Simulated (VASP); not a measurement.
# MgO in VASP: how settings move the PBE single point

Aim: see what changed inputs do to the PBE single point of MgO (rocksalt), under +4.0 % equal strain in all directions.

Program: VASP 6.6.1. PAW datasets, plane waves. (Simulation; spin polarisation is off (in the reference).)

## Step 1: Starting point

The cell comes from an earlier relaxation with r2SCAN in another program. Some of the altered inputs switch spin polarisation on.

The symmetry is Fm-3m (No. 225, cubic); conventional cell a = 4.373 Å, 10.45 Å³ an atom. Around Mg lie 6 O at 2.19 Å; around O lie 6 Mg at 2.19 Å.

Structure file:

```xyz
2
Lattice="0.0000 2.1863 2.1863 2.1863 0.0000 2.1863 2.1863 2.1863 0.0000" Properties=species:S:1:pos:R:3 pbc="T T T"
Mg    0.0000    0.0000    0.0000
O     2.1863    2.1863    2.1863
```

## Step 2: Baseline

The input, INCAR:

```
ENCUT = 520.000000
SIGMA = 0.020000
EDIFF = 1.00e-07
GGA = PE
PREC = Accurate
IBRION = -1
ISIF = 2
ISMEAR = -1
NBANDS = 11
NELM = 120
NSW = 0
LASPH = .TRUE.
LCHARG = .FALSE.
LWAVE = .FALSE.
LREAL = .FALSE.
```

The input, KPOINTS:

```
KPOINTS created by Atomic Simulation Environment
0
Gamma
10 10 10
0 0 0
```

The input, POSCAR:

```
Mg O
 1.0000000000000000
     0.0000000000000000    2.1862541120999999    2.1862541120999999
     2.1862541120999999    0.0000000000000000    2.1862541120999999
     2.1862541120999999    2.1862541120999999    0.0000000000000000
 Mg  O
   1   1
Cartesian
  0.0000000000000000  0.0000000000000000  0.0000000000000000
  2.1862541121000003  2.1862541121000003  2.1862541121000003
```

A file KPOINTS_OPT adds named points for the levels; it doesn't enter the self-consistent loop.

Potentials: the recommended PBE PAW datasets, 8 valence electrons.

Command:

```sh
$ mpirun -np 1 vasp_std
```

## Step 3: Try 1

The input, INCAR:

```
ENCUT = 520.000000
EDIFF = 1.00e-07
GGA = PE
PREC = Accurate
IBRION = -1
ISIF = 2
NBANDS = 11
NELM = 120
NSW = 0
LASPH = .TRUE.
LCHARG = .FALSE.
LWAVE = .FALSE.
LREAL = .FALSE.
ISPIN = 2
MAGMOM = -2 2
ISMEAR = 0
SIGMA = 0.1
```

KPOINTS is that of step 2.

POSCAR is that of step 2.

## Step 4: Try 2

Edit INCAR of step 2 so:

```diff
@@ -9,3 +9,2 @@
 NBANDS = 11
-NELM = 120
 NSW = 0
@@ -15 +14,2 @@
 LREAL = .FALSE.
+NELM = 69
```

The input, KPOINTS:

```
KPOINTS created by Atomic Simulation Environment
0
Gamma
7 7 7
0 0 0
```

POSCAR is that of step 2.

Q: Predict the outcome of this session. Wanted: for each run, changed; ending; energy change; pressure; electronic steps; usable.

The runs gave:

| run | changed | ending | energy change (meV/atom) | pressure (GPa) | gap on the mesh (eV; negative: overlap) | electronic steps | time | usable |
| --- | --- | --- | --- | --- | --- | --- | --- | --- |
| ref. | – | converged | 0 | -11.1 | 3.71 | 12 | 9.1 s | yes |
| 1 | ISPIN = 2, MAGMOM = -2 2, ISMEAR = 0, SIGMA = 0.1 | converged | 0.0 | -11.1 | – | 14 | 17 s | yes |
| 2 | NELM = 69, mesh 7×7×7 | converged | 0.1 | -11.1 | 3.71 | 12 | 5.5 s | yes |

What this shows: Of 2 altered inputs, 2 gave usable results. Among the usable ones with comparable energies, «NELM = 69, mesh 7×7×7» moves the energy most, by 0.1 meV/atom.
